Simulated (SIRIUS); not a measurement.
# ZnS (Wurtzite-2H) (P6_3mc) in SIRIUS: reference runs, part 4 of 5

SIRIUS 7.12.0.

## 7. Equation of state, PBEsol, 20.39 Å³/atom (volume scaled by 1.04)

Input file sirius.json:

```json
{
  "control": {
    "processing_unit": "cpu",
    "std_evp_solver_name": "lapack",
    "gen_evp_solver_name": "lapack",
    "verbosity": 2,
    "print_forces": false,
    "ortho_rf": true,
    "use_second_variation": true,
    "rmt_max": 3.0,
    "num_bands_to_print": 24,
    "save_wf": true
  },
  "parameters": {
    "electronic_structure_method": "full_potential_lapwlo",
    "xc_functionals": ["XC_GGA_X_PBE_SOL", "XC_GGA_C_PBE_SOL"],
    "core_relativity": "dirac",
    "valence_relativity": "iora",
    "num_fv_states": 43,
    "smearing": "fermi_dirac",
    "smearing_width": 0.0018374661,
    "pw_cutoff": 20,
    "gk_cutoff": 3.91,
    "lmax_apw": 10,
    "lmax_rho": 8,
    "lmax_pot": 8,
    "num_mag_dims": 0,
    "auto_rmt": 0,
    "ngridk": [8, 8, 5],
    "shiftk": [0, 0, 0],
    "num_dft_iter": 80,
    "energy_tol": 1e-07,
    "density_tol": 1e-05,
    "use_symmetry": true
  },
  "settings": {"tol_ne": 1e-10},
  "iterative_solver": {"type": "exact"},
  "mixer": {"type": "anderson", "beta": 0.5, "max_history": 8},
  "unit_cell": {
    "lattice_vectors": [[7.2965169483, 0.0, 0.0], [-3.6482584741, 6.3189690363, 0.0], [0.0, 0.0, 11.9355777106]],
    "atom_types": ["S", "Zn"],
    "atom_files": {"S": "S.json", "Zn": "Zn.json"},
    "atoms": {
      "S": [[0.6666666667, 0.3333333333, 0.885], [0.3333333333, 0.6666666667, 0.385]],
      "Zn": [[0.6666666667, 0.3333333333, 0.5], [0.3333333333, 0.6666666667, 0.0]]
    }
  }
}
```

Input file S.json:

```json
{
  "name": "sulphur",
  "symbol": "S",
  "number": 16,
  "mass": 32.065,
  "rmin": 1e-06,
  "rmt": 2.06,
  "nrmt": 800,
  "rinf": 13.52,
  "core": "1s",
  "valence": [
    {"basis": [{"enu": -0.08, "dme": 0, "n": 0, "auto": 0}, {"enu": -0.08, "dme": 1, "n": 0, "auto": 0}]},
    {"l": 0, "n": 1, "basis": [{"enu": -0.1166, "dme": 0, "n": 0, "auto": 0}]},
    {"l": 1, "n": 2, "basis": [{"enu": 0.02, "dme": 0, "n": 0, "auto": 0}]},
    {"l": 2, "n": 3, "basis": [{"enu": 0.02, "dme": 0, "n": 0, "auto": 0}]},
    {"l": 3, "n": 4, "basis": [{"enu": 0.02, "dme": 0, "n": 0, "auto": 0}]}
  ],
  "lo": [
    {
      "l": 0,
      "basis": [{"enu": -0.1166, "dme": 0, "n": 0, "auto": 0}, {"enu": -0.1166, "dme": 1, "n": 0, "auto": 0}]
    },
    {
      "l": 0,
      "basis": [{"enu": -0.1166, "dme": 1, "n": 0, "auto": 0}, {"enu": -0.1166, "dme": 2, "n": 0, "auto": 0}]
    },
    {
      "l": 0,
      "basis": [{"enu": -7.4563, "dme": 0, "n": 2, "auto": 1}, {"enu": -7.4563, "dme": 1, "n": 2, "auto": 1}]
    },
    {
      "l": 0,
      "basis": [{"enu": -0.1166, "dme": 0, "n": 0, "auto": 0}, {"enu": 2.7112, "dme": 0, "n": 0, "auto": 0}]
    },
    {"l": 1, "basis": [{"enu": 0.02, "dme": 0, "n": 0, "auto": 0}, {"enu": 0.02, "dme": 1, "n": 0, "auto": 0}]},
    {
      "l": 1,
      "basis": [{"enu": -5.4682, "dme": 0, "n": 2, "auto": 1}, {"enu": -5.4682, "dme": 1, "n": 2, "auto": 1}]
    },
    {
      "l": 1,
      "basis": [{"enu": -5.4682, "dme": 1, "n": 2, "auto": 1}, {"enu": 0.02, "dme": 0, "n": 0, "auto": 0}]
    },
    {"l": 1, "basis": [{"enu": 0.02, "dme": 0, "n": 0, "auto": 0}, {"enu": 4.3559, "dme": 0, "n": 0, "auto": 0}]},
    {"l": 2, "basis": [{"enu": 0.02, "dme": 0, "n": 0, "auto": 0}, {"enu": 0.02, "dme": 1, "n": 0, "auto": 0}]},
    {"l": 2, "basis": [{"enu": 0.02, "dme": 1, "n": 0, "auto": 0}, {"enu": 0.02, "dme": 2, "n": 0, "auto": 0}]},
    {"l": 2, "basis": [{"enu": 0.02, "dme": 0, "n": 0, "auto": 0}, {"enu": 3.6961, "dme": 0, "n": 0, "auto": 0}]},
    {"l": 3, "basis": [{"enu": 0.02, "dme": 0, "n": 0, "auto": 0}, {"enu": 0.02, "dme": 1, "n": 0, "auto": 0}]}
  ],
  "free_atom": [... radial grid and density of the free atom, the start of the SCF ...]
}
```

Input file Zn.json:

```json
{
  "name": "zinc",
  "symbol": "Zn",
  "number": 30,
  "mass": 65.38,
  "rmin": 1e-06,
  "rmt": 2.15,
  "nrmt": 800,
  "rinf": 14.28,
  "core": "1s2s2p",
  "valence": [
    {"basis": [{"enu": -0.08, "dme": 0, "n": 0, "auto": 0}, {"enu": -0.08, "dme": 1, "n": 0, "auto": 0}]},
    {"l": 0, "n": 1, "basis": [{"enu": 0.02, "dme": 0, "n": 0, "auto": 0}]},
    {"l": 1, "n": 2, "basis": [{"enu": 0.02, "dme": 0, "n": 0, "auto": 0}]},
    {"l": 2, "n": 3, "basis": [{"enu": -0.0081, "dme": 0, "n": 0, "auto": 0}]},
    {"l": 3, "n": 4, "basis": [{"enu": 0.02, "dme": 0, "n": 0, "auto": 0}]}
  ],
  "lo": [
    {"l": 0, "basis": [{"enu": 0.02, "dme": 0, "n": 0, "auto": 0}, {"enu": 0.02, "dme": 1, "n": 0, "auto": 0}]},
    {
      "l": 0,
      "basis": [{"enu": -4.4669, "dme": 0, "n": 3, "auto": 1}, {"enu": -4.4669, "dme": 1, "n": 3, "auto": 1}]
    },
    {
      "l": 0,
      "basis": [{"enu": -4.4669, "dme": 1, "n": 3, "auto": 1}, {"enu": 0.02, "dme": 0, "n": 0, "auto": 0}]
    },
    {"l": 0, "basis": [{"enu": 0.02, "dme": 0, "n": 0, "auto": 0}, {"enu": 3.4813, "dme": 0, "n": 0, "auto": 0}]},
    {"l": 1, "basis": [{"enu": 0.02, "dme": 0, "n": 0, "auto": 0}, {"enu": 0.02, "dme": 1, "n": 0, "auto": 0}]},
    {
      "l": 1,
      "basis": [{"enu": -2.8079, "dme": 0, "n": 3, "auto": 1}, {"enu": -2.8079, "dme": 1, "n": 3, "auto": 1}]
    },
    {
      "l": 1,
      "basis": [{"enu": -2.8079, "dme": 1, "n": 3, "auto": 1}, {"enu": 0.02, "dme": 0, "n": 0, "auto": 0}]
    },
    {"l": 1, "basis": [{"enu": 0.02, "dme": 0, "n": 0, "auto": 0}, {"enu": 4.0005, "dme": 0, "n": 0, "auto": 0}]},
    {
      "l": 2,
      "basis": [{"enu": -0.0081, "dme": 0, "n": 0, "auto": 0}, {"enu": -0.0081, "dme": 1, "n": 0, "auto": 0}]
    },
    {
      "l": 2,
      "basis": [{"enu": -0.0081, "dme": 1, "n": 0, "auto": 0}, {"enu": -0.0081, "dme": 2, "n": 0, "auto": 0}]
    },
    {
      "l": 2,
      "basis": [{"enu": -0.0081, "dme": 0, "n": 0, "auto": 0}, {"enu": 3.3667, "dme": 0, "n": 0, "auto": 0}]
    },
    {"l": 3, "basis": [{"enu": 0.02, "dme": 0, "n": 0, "auto": 0}, {"enu": 0.02, "dme": 1, "n": 0, "auto": 0}]},
    {"l": 3, "basis": [{"enu": 0.02, "dme": 0, "n": 0, "auto": 0}, {"enu": 3.7842, "dme": 0, "n": 0, "auto": 0}]}
  ],
  "free_atom": [... radial grid and density of the free atom, the start of the SCF ...]
}
```

Input file sirius_start.json:

```json
{
  "control": {
    "processing_unit": "cpu",
    "std_evp_solver_name": "lapack",
    "gen_evp_solver_name": "lapack",
    "verbosity": 1,
    "print_forces": false,
    "ortho_rf": true,
    "use_second_variation": true,
    "rmt_max": 3.0,
    "num_bands_to_print": 24,
    "save_wf": false
  },
  "parameters": {
    "electronic_structure_method": "full_potential_lapwlo",
    "xc_functionals": ["XC_LDA_X", "XC_LDA_C_PW"],
    "core_relativity": "dirac",
    "valence_relativity": "iora",
    "num_fv_states": 43,
    "smearing": "fermi_dirac",
    "smearing_width": 0.0055123983,
    "pw_cutoff": 20,
    "gk_cutoff": 3.13,
    "lmax_apw": 10,
    "lmax_rho": 8,
    "lmax_pot": 8,
    "num_mag_dims": 0,
    "auto_rmt": 0,
    "ngridk": [3, 3, 2],
    "shiftk": [0, 0, 0],
    "num_dft_iter": 30,
    "energy_tol": 0.01,
    "density_tol": 0.05,
    "use_symmetry": true
  },
  "settings": {"tol_ne": 1e-10},
  "iterative_solver": {"type": "exact"},
  "mixer": {"type": "anderson", "beta": 0.5, "max_history": 8},
  "unit_cell": {
    "lattice_vectors": [[7.2965169483, 0.0, 0.0], [-3.6482584741, 6.3189690363, 0.0], [0.0, 0.0, 11.9355777106]],
    "atom_types": ["S", "Zn"],
    "atom_files": {"S": "S.json", "Zn": "Zn.json"},
    "atoms": {
      "S": [[0.6666666667, 0.3333333333, 0.885], [0.3333333333, 0.6666666667, 0.385]],
      "Zn": [[0.6666666667, 0.3333333333, 0.5], [0.3333333333, 0.6666666667, 0.0]]
    }
  }
}
```

Started as:

```
$ OMP_NUM_THREADS=1 sirius.scf --input=sirius_start.json --output=start.json
$ OMP_NUM_THREADS=1 sirius.scf --input=sirius.json --output=output.json --task=1
```

Wall time 4.3 min (1 thread of Arm Neoverse V1, shared host); peak memory 0.75 GiB.

The run converged. Its results:

```
Free energy                                       : -119367.5627 eV
Band gap on the k mesh                            : 1.93 eV, direct
All electrons inside the program's atomic spheres : Zn 28.42; S 14.11 (radii S 2.06, Zn 2.15 bohr)
```

[end of part 4 of 5]
